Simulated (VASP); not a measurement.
# SnTe (Fm-3m) in VASP: further runs, part 2 of 3

VASP 6.6.1. The steps go on from the part before.

## (3) Single point, PBE (32.00 Å³/atom)

This run uses another cell than the first one, of 32.00 Å³/atom.

The input, INCAR:

```
SYSTEM = SnTe
PREC = Accurate
ENCUT = 520
EDIFF = 1E-6
ISMEAR = -1
SIGMA = 0.02
LREAL = .FALSE.
LASPH = .TRUE.
NELM = 80
ALGO = Normal
ISIF = 2
LWAVE = .FALSE.
LCHARG = .TRUE.
GGA = PE
LELF = .TRUE.
LVHAR = .TRUE.
NBANDS = 17
```

The input, KPOINTS:

```
regular mesh
0
G
  6 6 6
  0 0 0
```

The input, POSCAR:

```
SnTe
1.0
    0.0000000000      3.1747877251      3.1747877251
    3.1747877251      0.0000000000      3.1747877251
    3.1747877251      3.1747877251      0.0000000000
Sn Te
1 1
Direct
    0.0000000000      0.0000000000      0.0000000000
    0.5000000000      0.5000000000      0.5000000000
```

Potentials or basis: VASP PAW PBE potentials, release 64 (Sn_d, Te).

Started as:

```
$ cat potpaw_PBE.64/Sn_d/POTCAR potpaw_PBE.64/Te/POTCAR > POTCAR
$ mpirun -np 1 vasp_std > vasp.out
```

OUTCAR:

```text
SYSTEM = SnTe
   PREC = Accurate
   ENCUT = 520
   EDIFF = 1E-6
   ISMEAR = -1
   LREAL = .FALSE.
   LASPH = .TRUE.
   NELM = 80
   ISIF = 2
   GGA = PE

 ion  position               nearest neighbor table
   1  0.000  0.000  0.000-   2 3.17   2 3.17   2 3.17   2 3.17   2 3.17   2 3.17
   2  0.500  0.500  0.500-   1 3.17   1 3.17   1 3.17   1 3.17   1 3.17   1 3.17

  LATTYP: Found a face centered cubic cell.
 ALAT       =     6.3495754502

  Lattice vectors:

 A1 = (   0.0000000000,   3.1747877251,   3.1747877251)
 A2 = (   3.1747877251,   0.0000000000,   3.1747877251)
 A3 = (   3.1747877251,   3.1747877251,   0.0000000000)

Analysis of symmetry for initial positions (statically):
=====================================================================
 Subroutine PRICEL returns:
 Original cell was already a primitive cell.

 Routine SETGRP: Setting up the symmetry group for a
 face centered cubic supercell.

 Subroutine GETGRP returns: Found 48 space group operations
 (whereof 48 operations were pure point group operations)
 out of a pool of 48 trial point group operations.

The static configuration has the point symmetry O_h .

Analysis of symmetry for dynamics (positions and initial velocities):
=====================================================================
 Subroutine PRICEL returns:
 Original cell was already a primitive cell.

 Routine SETGRP: Setting up the symmetry group for a
 face centered cubic supercell.

 Subroutine GETGRP returns: Found 48 space group operations
 (whereof 48 operations were pure point group operations)
 out of a pool of 48 trial point group operations.

The dynamic configuration has the point symmetry O_h .

 Subroutine INISYM returns: Found 48 space group operations
 (whereof 48 operations are pure point group operations),
 and found     1 'primitive' translations

----------------------------------------------------------------------------------------

                                     Primitive cell

  volume of cell :      63.9991

  direct lattice vectors                    reciprocal lattice vectors
     0.000000000  3.174787725  3.174787725    -0.157490845  0.157490845  0.157490845
     3.174787725  0.000000000  3.174787725     0.157490845 -0.157490845  0.157490845
     3.174787725  3.174787725  0.000000000     0.157490845  0.157490845 -0.157490845

  length of vectors
     4.489827858  4.489827858  4.489827858     0.272782144  0.272782144  0.272782144

  position of ions in fractional coordinates (direct lattice)
     0.000000000  0.000000000  0.000000000
     0.500000000  0.500000000  0.500000000

  ion indices of the primitive-cell ions
   primitive index   ion index
                 1           1
                 2           2

----------------------------------------------------------------------------------------

 KPOINTS: regular mesh

Automatic generation of k-mesh.
 Grid dimensions read from file:
 generate k-points for:    6    6    6

 Generating k-lattice:

  Cartesian coordinates                     Fractional coordinates (reciprocal lattice)
    -0.026248474  0.026248474  0.026248474     0.166666667  0.000000000  0.000000000
     0.026248474 -0.026248474  0.026248474     0.000000000  0.166666667  0.000000000
     0.026248474  0.026248474 -0.026248474     0.000000000  0.000000000  0.166666667

  Length of vectors
     0.045463691  0.045463691  0.045463691

  Shift w.r.t. Gamma in fractional coordinates (k-lattice)
     0.000000000  0.000000000  0.000000000

 Subroutine IBZKPT returns following result:
 ===========================================

 Found     16 irreducible k-points:

 Following reciprocal coordinates:
            Coordinates               Weight
  0.000000  0.000000  0.000000      1.000000
  0.166667  0.000000  0.000000      8.000000
  0.333333  0.000000  0.000000      8.000000
  0.500000  0.000000  0.000000      4.000000
  0.166667  0.166667  0.000000      6.000000
  0.333333  0.166667  0.000000     24.000000
[... 8 lines left out ...]
 -0.333333  0.333333  0.166667     24.000000
 -0.333333  0.500000  0.166667     12.000000
   k-points           NKPTS =     16   k-points in BZ     NKDIM =     16   number of bands    NBANDS=     17
   number of dos      NEDOS =    301   number of ions     NIONS =      2
   total plane-waves  NPLWV =  46656
   dimension x,y,z NGX =    36 NGY =   36 NGZ =   36
   dimension x,y,z NGXF=    72 NGYF=   72 NGZF=   72
   ions per type =               1   1
   NGX,Y,Z   is equivalent  to a cutoff of  13.33, 13.33, 13.33 a.u.
   NGXF,Y,Z  is equivalent  to a cutoff of  26.66, 26.66, 26.66 a.u.
 SYSTEM =  SnTe
   PREC   = accura    normal or accurate (medium, high low for compatibility)
   ISTART =      0    job   : 0-new  1-cont  2-samecut
   ICHARG =      2    charge: 1-file 2-atom 10-const
   ISPIN  =      1    spin polarized calculation?
   LNONCOLLINEAR =      F non collinear calculations
   LSORBIT =      F    spin-orbit coupling
   LASPH  =      T    aspherical Exc in radial PAW
   ENCUT  =  520.0 eV  38.22 Ry    6.18 a.u.   8.35  8.35  8.35*2*pi/ulx,y,z
   NELM   =     80;   NELMIN=  2; NELMDL= -5     # of ELM steps
   EDIFF  = 0.1E-05   stopping-criterion for ELM
   LREAL  =      F    real-space projection
   EDIFFG = 0.1E-04   stopping-criterion for IOM
   NSW    =      0    number of steps for IOM
   IBRION =     -1    ionic relax: 0-MD 1-quasi-New 2-CG
   NFREE  =      0    steps in history (QN), initial steepest desc. (CG)
   ISIF   =      2    stress and relaxation
   ISYM   =      2    0-nonsym 1-usesym 2-fastsym
   POTIM  = 0.5000    time-step for ionic-motion
   TEBEG  =    0.0;   TEEND  =   0.0 temperature during run
   PSTRESS=    0.0 pullay stress
   NELECT =      20.0000    total number of electrons
   NUPDOWN=      -1.0000    fix difference up-down
   EMIN   =  10.00;   EMAX   =-10.00  energy-range for DOS
   EFERMI =   0.00;   METHOD = LEGACY
   ISMEAR =    -1;   SIGMA  =   0.02  broadening in eV -4-tet -1-fermi 0-gaus
   EFERMI_NEDOS =   21; number of points for ismear=-14 and -15
   IALGO  =     38    algorithm
   IMIX   =      4    mixing-type and parameters
     AMIX     =   0.40;   BMIX     =  1.00
     AMIX_MAG =   1.60;   BMIX_MAG =  1.00
  volume/ion in A,a.u.               =      32.00       215.94
  Fermi-wavevector in a.u.,A,eV,Ry     =   1.110947  2.099386 16.792365  1.234204
  Thomas-Fermi vector in A             =   2.247505
   LORBIT       =      0    0 simple, 1 ext, 2 COOP (PROOUT), +10 PAW based schemes
   GGA     = PE    functional components
[... 5 lines left out ...]
 non-spin polarized calculation
  energy-cutoff  :      520.00
  volume of cell :       64.00
 maximum number of plane-waves:      1759
 NGX is ok and might be reduce to    36
   NGX = 17   NGY = 17   NGZ = 17

 number of electron      20.0000001 magnetization

 Free energy of the ion-electron system (eV)
  ---------------------------------------------------
  ext. energy  EPLUGINS =         0.00000000
  ---------------------------------------------------
  free energy    TOTEN  =        -7.55775327 eV

  energy without entropy =       -7.55682113  energy(sigma->0) =       -7.55728720

 E-fermi :   6.7128     XC(G=0):  -9.3966

 val. band max:        6.6979750311   @ k =   0.5000   0.0000   0.0000
 cond. band min:       6.7275559459   @ k =   0.5000   0.0000   0.0000
 fundamental gap:      0.0295809147
 Fermi energy:         6.7127654872

 k-point     1 :       0.0000    0.0000    0.0000
  band No.  band energies     occupation
      1     -15.2306      2.00000
      2     -15.2306      2.00000
      3     -15.2257      2.00000
      4     -15.2257      2.00000
      5     -15.2257      2.00000
      6      -5.9650      2.00000
[... 9 lines left out ...]
     16      11.4647      0.00000
     17      13.5147      0.00000

 k-point     2 :       0.1667    0.0000    0.0000
  band No.  band energies     occupation
      1     -15.2315      2.00000
      2     -15.2315      2.00000
      3     -15.2253      2.00000
      4     -15.2243      2.00000
      5     -15.2243      2.00000
      6      -5.7418      2.00000
[... 9 lines left out ...]
     16      12.0124      0.00000
     17      15.0298      0.00000
[... 261 lines left out ...]
 k-point    16 :      -0.3333    0.5000    0.1667
  band No.  band energies     occupation
      1     -15.2425      2.00000
      2     -15.2292      2.00000
      3     -15.2259      2.00000
      4     -15.2193      2.00000
      5     -15.2159      2.00000
      6      -4.3974      2.00000
[... 9 lines left out ...]
     16      16.6578      0.00000
     17      17.8537      0.00000

------------------------ aborting loop because EDIFF is reached ----------------------------------------

  FORCE on cell =-STRESS in cart. coord.  units (eV):
  Direction    XX          YY          ZZ          XY          YZ          ZX
  --------------------------------------------------------------------------------------
  -------------------------------------------------------------------------------------
  Total        0.4468999      0.4468999      0.4468999      0.0000000      0.0000000     -0.0000000
  in kB       11.1878526     11.1878526     11.1878526      0.0000000      0.0000000     -0.0000000
  external PRESSURE =      11.1878526 kB  Pullay stress =       0.0000000 kB

 VOLUME and BASIS-vectors are now :
 -----------------------------------------------------------------------------
  energy-cutoff  :      520.00
  volume of cell :       64.00
      direct lattice vectors                 reciprocal lattice vectors
     0.000000000  3.174787725  3.174787725    -0.157490845  0.157490845  0.157490845
     3.174787725  0.000000000  3.174787725     0.157490845 -0.157490845  0.157490845
     3.174787725  3.174787725  0.000000000     0.157490845  0.157490845 -0.157490845

 POSITION                                       TOTAL-FORCE (eV/Angst)
 -----------------------------------------------------------------------------------
      0.00000      0.00000      0.00000         0.000000      0.000000      0.000000
      3.17479      3.17479      3.17479         0.000000      0.000000     -0.000000
 -----------------------------------------------------------------------------------
    total drift:                               -0.000000      0.000000      0.000000

  FREE ENERGIE OF THE ION-ELECTRON SYSTEM (eV)
  ---------------------------------------------------
  free  energy   TOTEN  =        -7.5577532660 eV

  energy  without entropy=       -7.5568211317  energy(sigma->0) =       -7.55728720
```

stdout:

```text
POSCAR found type information on POSCAR SnTe
 POSCAR found :  2 types and       2 ions
 scaLAPACK will be used
 LDA part: xc-table for (Slater+PW92), standard interpolation
 POSCAR, INCAR and KPOINTS ok, starting setup
 FFT: planning ... GRIDC
 FFT: planning ... GRID_SOFT
 FFT: planning ... GRID
 WAVECAR not read
 entering main loop
```

It took 18 s on 1 thread of Intel Xeon 8259CL, shared host; peak memory 0.21 GiB.

Results:

```
Free energy            : -7.5578 eV
Pressure               : 1.1 GPa
Band gap on the k mesh : 0.03 eV
```

Levels at points of the mesh, in eV from the valence-band top:
```tsv
k point	band 7	band 8	band 9	band 10	band 11	band 12	band 13	band 14
(0.00, 0.00, 0.00)	-4.79	-2.11	-2.11	-2.11	3.28	3.28	3.28	4.77
(0.50, 0.00, 0.00)	-8.24	-1.78	-1.78	0.00	0.03	0.38	0.38	7.70
(0.50, 0.50, 0.00)	-6.48	-5.44	-3.66	-3.66	2.24	4.79	4.79	6.19
```

Caveat: spin-orbit coupling is left out, which moves the levels of the heavy elements. A k mesh can miss the band edges.

## (4) Single point, PBE

This run uses another cell than the first one, of 32.99 Å³/atom.

The input, INCAR:

```
PREC = Accurate ; ENCUT = 520
EDIFF = 1E-6 ; ISMEAR = -1
SIGMA = 0.02 ; LREAL = F
LASPH = T ; NELM = 80
ALGO = Normal ; ISIF = 2
LWAVE = F ; LCHARG = F
GGA = PE ; NBANDS = 17
```

The input, KPOINTS:

```
Automatic mesh
0
Gamma
  6 6 6
```

The input, POSCAR:

```
SnTe
1.0
    0.0000000000      3.2071857558      3.2071857558
    3.2071857558      0.0000000000      3.2071857558
    3.2071857558      3.2071857558      0.0000000000
Sn Te
1 1
Direct
    0.0000000000      0.0000000000      0.0000000000
    0.5000000000      0.5000000000      0.5000000000
```

Started as:

```
$ cat potpaw_PBE.64/Sn_d/POTCAR potpaw_PBE.64/Te/POTCAR > POTCAR
$ mpirun -np 1 vasp_std > vasp.out
```

It took 19 s on 1 thread of Intel Xeon 8259CL, shared host; peak memory 0.2 GiB.

It converged, with:

* Free energy: -7.5648 eV
* Pressure: -0.1 GPa
* Band gap on the k mesh: 0.06 eV

Levels at points of the mesh, in eV from the valence-band top:
| k point | band 8 | band 9 | band 10 | band 11 | band 12 | band 13 |
| --- | --- | --- | --- | --- | --- | --- |
| (0.00, 0.00, 0.00) | -1.99 | -1.99 | -1.99 | 3.25 | 3.25 | 3.25 |
| (0.50, 0.00, 0.00) | -1.67 | -1.67 | 0.00 | 0.06 | 0.46 | 0.46 |
| (0.50, 0.50, 0.00) | -5.19 | -3.48 | -3.48 | 2.39 | 4.68 | 4.68 |

Caveat: spin-orbit coupling is left out, which moves the levels of the heavy elements.

## (5) Single point, PBE (33.98 Å³/atom)

This run uses another cell than the first one, of 33.98 Å³/atom.

The input, INCAR:

```
PREC = Accurate
ENCUT = 520
EDIFF = 1E-7
ISMEAR = -1
SIGMA = 0.02
LREAL = False
LASPH = True
NELM = 60
ALGO = Normal
ISIF = 2
LWAVE = False
LCHARG = False
GGA = PE
NBANDS = 17
```

KPOINTS is that of step 4.

The input, POSCAR:

```
SnTe
1.0
    0.0000000000      3.2389421355      3.2389421355
    3.2389421355      0.0000000000      3.2389421355
    3.2389421355      3.2389421355      0.0000000000
Sn Te
1 1
Direct
    0.0000000000      0.0000000000      0.0000000000
    0.5000000000      0.5000000000      0.5000000000
```

Potentials or basis: VASP PAW PBE potentials, release 64 (Sn_d, Te).

Started as:

```
$ cat potpaw_PBE.64/Sn_d/POTCAR potpaw_PBE.64/Te/POTCAR > POTCAR
$ mpirun -np 1 vasp_std > vasp.out
```

OUTCAR:

```text
PREC = Accurate
   ENCUT = 520
   EDIFF = 1E-7
   ISMEAR = -1
   LREAL = False
   LASPH = True
   NELM = 60
   ISIF = 2
   GGA = PE

 ion  position               nearest neighbor table
   1  0.000  0.000  0.000-   2 3.24   2 3.24   2 3.24   2 3.24   2 3.24   2 3.24
   2  0.500  0.500  0.500-   1 3.24   1 3.24   1 3.24   1 3.24   1 3.24   1 3.24

  LATTYP: Found a face centered cubic cell.
 ALAT       =     6.4778842710

  Lattice vectors:

[... 495 lines left out ...]

------------------------ aborting loop because EDIFF is reached ----------------------------------------

  FORCE on cell =-STRESS in cart. coord.  units (eV):
  Direction    XX          YY          ZZ          XY          YZ          ZX
  --------------------------------------------------------------------------------------
  -------------------------------------------------------------------------------------
  Total       -0.4920054     -0.4920054     -0.4920054      0.0000000      0.0000000      0.0000000
  in kB      -11.5995436    -11.5995436    -11.5995436      0.0000000      0.0000000      0.0000000
  external PRESSURE =     -11.5995436 kB  Pullay stress =       0.0000000 kB

 VOLUME and BASIS-vectors are now :
 -----------------------------------------------------------------------------
  energy-cutoff  :      520.00
  volume of cell :       67.96
      direct lattice vectors                 reciprocal lattice vectors
     0.000000000  3.238942135  3.238942135    -0.154371390  0.154371390  0.154371390
     3.238942135  0.000000000  3.238942135     0.154371390 -0.154371390  0.154371390
     3.238942135  3.238942135  0.000000000     0.154371390  0.154371390 -0.154371390

 POSITION                                       TOTAL-FORCE (eV/Angst)
 -----------------------------------------------------------------------------------
      0.00000      0.00000      0.00000        -0.000000      0.000000     -0.000000
      3.23894      3.23894      3.23894         0.000000      0.000000      0.000000
 -----------------------------------------------------------------------------------
    total drift:                               -0.000000      0.000000      0.000000

  FREE ENERGIE OF THE ION-ELECTRON SYSTEM (eV)
  ---------------------------------------------------
  free  energy   TOTEN  =        -7.5574601645 eV

  energy  without entropy=       -7.5572455718  energy(sigma->0) =       -7.55735287
```

OSZICAR:

```text
N       E                     dE             d eps       ncg     rms          rms(c)
DAV:   1     0.126947685589E+03    0.12695E+03   -0.94141E+03   553   0.130E+03
DAV:   2     0.443863559014E+01   -0.12251E+03   -0.11888E+03   568   0.328E+02
DAV:   3    -0.726018876992E+01   -0.11699E+02   -0.11631E+02   677   0.897E+01
DAV:   4    -0.762287798560E+01   -0.36269E+00   -0.36248E+00   609   0.165E+01
DAV:   5    -0.763713446206E+01   -0.14256E-01   -0.14256E-01   807   0.322E+00    0.381E+00
DAV:   6    -0.755568124824E+01    0.81453E-01   -0.19463E-01   714   0.267E+00    0.239E+00
DAV:   7    -0.755627251479E+01   -0.59127E-03   -0.61167E-02   641   0.111E+00    0.911E-01
DAV:   8    -0.755742052889E+01   -0.11480E-02   -0.77566E-03   654   0.703E-01    0.162E-01
DAV:   9    -0.755744010935E+01   -0.19580E-04   -0.10531E-03   752   0.278E-01    0.545E-02
DAV:  10    -0.755745404971E+01   -0.13940E-04   -0.15588E-04   657   0.939E-02    0.192E-02
DAV:  11    -0.755746141320E+01   -0.73635E-05   -0.47376E-05   688   0.479E-02    0.240E-02
DAV:  12    -0.755746112843E+01    0.28477E-06   -0.26864E-06   655   0.869E-03    0.155E-02
DAV:  13    -0.755746032429E+01    0.80414E-06   -0.50471E-07   667   0.468E-03    0.479E-03
DAV:  14    -0.755746018914E+01    0.13515E-06   -0.65548E-07   649   0.649E-03    0.429E-04
DAV:  15    -0.755746016445E+01    0.24685E-07   -0.64449E-08   305   0.135E-03
   1 F= -.75574602E+01 E0= -.75573529E+01  d E =-.214593E-03
```

stdout:

```text
POSCAR found type information on POSCAR SnTe
 POSCAR found :  2 types and       2 ions
 scaLAPACK will be used
 LDA part: xc-table for (Slater+PW92), standard interpolation
 POSCAR, INCAR and KPOINTS ok, starting setup
 FFT: planning ... GRIDC
 FFT: planning ... GRID_SOFT
 FFT: planning ... GRID
 WAVECAR not read
 entering main loop
```

Run time: 26 s. Hardware: 1 thread of Intel Xeon 8259CL, shared host; peak memory 0.2 GiB.

What came out:

| Property | Result |
| --- | --- |
| Free energy | -7.5575 eV |
| Pressure | -1.2 GPa |
| Band gap on the k mesh | 0.14 eV |

Caveat: spin-orbit coupling is left out, which moves the levels of the heavy elements. A k mesh can miss the band edges.

(Part 2 of 3 ends here.)
